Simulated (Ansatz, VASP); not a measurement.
Si2W: VASP beside Ansatz

INCAR

```
SYSTEM = Si2W
  PREC = Accurate
  ENCUT = 520
  EDIFF = 1E-8
  ISMEAR = 0
  SIGMA = 0.02
  LREAL = .FALSE.
  LASPH = .TRUE.
  NELM = 100
  ALGO = Normal
  ISIF = 2
  LWAVE = .FALSE.
  LCHARG = .FALSE.
  GGA = PE
  LEFG = .TRUE.
```

File KPOINTS:

```
regular mesh
0
G
  12 12 12
  0 0 0
```

POSCAR

```
Si2W
1.0
   -1.6069000000      1.6069000000      3.9149500000
    1.6069000000     -1.6069000000      3.9149500000
    1.6069000000      1.6069000000     -3.9149500000
W Si
1 2
Direct
    0.0000000000      0.0000000000      0.0000000000
    0.6653000000      0.6653000000      0.0000000000
    0.3347000000      0.3347000000      0.0000000000
```

File input.yaml:

```yaml
crystal:
  lattice:
    - [-1.6069, 1.6069, 3.91495]
    - [1.6069, -1.6069, 3.91495]
    - [1.6069, 1.6069, -3.91495]
  atoms:
    - { symbol: W, position: [0.0, 0.0, 0.0] }
    - { symbol: Si, position: [0.6653, 0.6653, 0.0] }
    - { symbol: Si, position: [0.3347, 0.3347, 0.0] }
hamiltonian:
  xc: pbe
  pseudopotentials: { kind: paw }
kpoints:
  mp_grid: { grid: [12, 12, 12] }
scf:
  occupations: { method: gaussian, width: 0.02 }
output:
  forces: true
  stress: true
  eigenvalues: true
  write_density: true
  write_potential: true
  elf: true
  volumetric_format: npy
```

Alike in both runs: functional PBE; k mesh 12 × 12 × 12; occupations gaussian, width 0.02 eV; no spin polarisation.

```csv
,VASP,Ansatz
version,VASP 6.6.1,Ansatz 0.2.0
potentials or method,"VASP PAW PBE potentials, release 64 (W_sv, Si)",Ansatz PAW
plane-wave cutoff (eV),520,420
valence electrons in the cell,22,22
task,electric field gradients,single point
```

|  | VASP | Ansatz | Ansatz less VASP |
| --- | --- | --- | --- |
| gap on the k mesh at the Fermi level (eV) | none | none | - |
| pressure (GPa) | 3.4 | 3.3 | -0.10 |
| largest component of the traceless stress (GPa) | 0.37 | 0.43 | +0.056 |
| rms of the force components (eV/Å) | 0.040 | 0.038 | -0.0012 |

Atom by atom the forces differ by 0.001 eV/Å (rms over components). A gap of «none» marks a metal or a gap that the smearing closes. With one functional, cell and mesh, what is left measures potentials, basis and numerics.

Spin-orbit coupling is left out, which matters for the levels of W.
